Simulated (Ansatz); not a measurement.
## Si in Ansatz: the effect of exact exchange

The system is Si.

```
Si
1.0
     0.00000    2.72185    2.72185
     2.72185    0.00000    2.72185
     2.72185    2.72185    0.00000
Si
2
Direct
  0.50000 0.50000 0.50000
  0.75000 0.75000 0.75000
```

Alike in all runs:

| Item | Value |
| --- | --- |
| Program | Ansatz 0.2.0 |
| Task | single point |
| Functional | HSE06 form with a typed share of exact exchange |
| Potentials or basis | Ansatz PAW |
| Cutoff | 420 eV (not typed: the program's choice for these potentials) |
| k mesh | 4 × 4 × 4 |
| Occupations | fermi-dirac, width 0.05 eV |
| Spin | no spin polarisation |

| exact exchange | gap on the mesh (eV) | pressure (GPa) |
| --- | --- | --- |
| 0.05 | ? | ? |
| 0.1 | 0.95 | 1.3 |
| 0.15 | 1.08 | 1.0 |
| 0.2 | 1.21 | 0.7 |
| 0.25 | 1.34 | 0.4 |
| 0.3 | 1.48 | 0.1 |
| 0.4 | 1.76 | -0.5 |
| 0.5 | 2.04 | -1.1 |

Question: What does the run with exact exchange 0.05 give?

Answer: gap on the mesh 0.83 eV; pressure 1.6 GPa.

Worked out: A straight line through the other rows of the gap on the mesh, of slope 2.73 eV per unit of exact exchange, extrapolates to 0.80 eV, against the run's 0.83. A straight line through the other rows of the pressure, of slope -6 GPa per unit of exact exchange, extrapolates to 1.6 GPa, against the run's 1.6.

Caveats: all runs use coarse meshes; the PAW data sets come from PBE, with cores solved anew for the run's functional, which leaves a small shift of forces and pressure; the thresholds are loose for stress.

A k mesh can miss the band edges.
